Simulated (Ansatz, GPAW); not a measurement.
Given: the input of a run of Ansatz 0.2.0 on Rh (Rhodium). 

File input.yaml:

```yaml
crystal:
  lattice:
    - [0.0, 1.89785, 1.89785]
    - [1.89785, 0.0, 1.89785]
    - [1.89785, 1.89785, 0.0]
  atoms:
    - { symbol: Rh, position: [0.0, 0.0, 0.0] }
kpoints:
  mp_grid: { grid: [12, 12, 12] }
scf:
  occupations: { method: gaussian, width: 0.022 }
hamiltonian:
  xc: pbe
  pseudopotentials: { kind: all_electron, lapw: { basis_error: 0.001 } }
output:
  forces: true
  stress: true
  eigenvalues: true
```

Potentials or basis: all-electron LAPW, scalar-relativistic.

Run with:

```sh
$ ansatz run input.yaml --threads 1 --pin off --max-ram 3072MiB --backend cpu --events-out ev --progress --plain --runs-dir out
```

Q: What does the same run look like in GPAW 26.7.0 (ASE script)? Potentials or basis there: GPAW PAW data sets (gpaw-data 1.2.1), cutoff 600 eV.

A: As run (cutoffs and basis follow the program's own potentials, and thresholds, step limits or extra output files can differ):

The input run.py:

```python
from ase.dft.bandgap import bandgap
from ase.io import read, write
from ase.units import Bohr, GPa
from gpaw import GPAW, PW
from gpaw.elf import elf_from_dft_calculation

atoms = read('POSCAR')

calc = GPAW(mode=PW(600),
            xc='PBE',
            kpts={'size': (12, 12, 12), 'gamma': True},
            occupations={'name': 'methfessel-paxton', 'order': 0, 'width': 0.022},
            nbands=16,
            convergence={'density': 1e-05, 'energy': 1e-05},
            maxiter=150,
            txt='gpaw.txt')
atoms.calc = calc
energy = atoms.get_potential_energy()
forces = atoms.get_forces()
stress = atoms.get_stress()
calc.write('gs.gpw')
write('result.traj', atoms)
print(f'Energy: {energy:.6f} eV')
print('Forces (eV/A):')
print(forces.round(4))
print('Stress (GPa):', (stress / GPa).round(3))
print('Fermi level:', round(calc.get_fermi_level(), 4), 'eV')
print(f'Gap: {bandgap(calc)[0]:.4f} eV, direct: {bandgap(calc, direct=True)[0]:.4f} eV')

# fields on the real-space grid
write('density.cube', atoms, data=calc.get_pseudo_density() * Bohr**3)
write('potential.cube', atoms, data=calc.get_electrostatic_potential())
write('elf.cube', atoms, data=elf_from_dft_calculation(calc).data)
```

POSCAR

```
Rh
1.0
    0.0000000000      1.8978500000      1.8978500000
    1.8978500000      0.0000000000      1.8978500000
    1.8978500000      1.8978500000      0.0000000000
Rh
1
Direct
    0.0000000000      0.0000000000      0.0000000000
```

Potentials or basis: GPAW PAW data sets (gpaw-data 1.2.1), pw.

Run with:

```sh
$ OMP_NUM_THREADS=1 python run.py
```

Both were run:

|  | Ansatz | GPAW |
| --- | --- | --- |
| Pressure | 7.2 GPa | 9.2 GPa |

Where Ansatz's input types no cutoff or centring, it takes its own default and a Γ-centred mesh.

The two runs disagree by more than potentials and bases usually give (in gap, levels, pressure or energy); the cause wasn't traced.

Pressure is positive in compression.
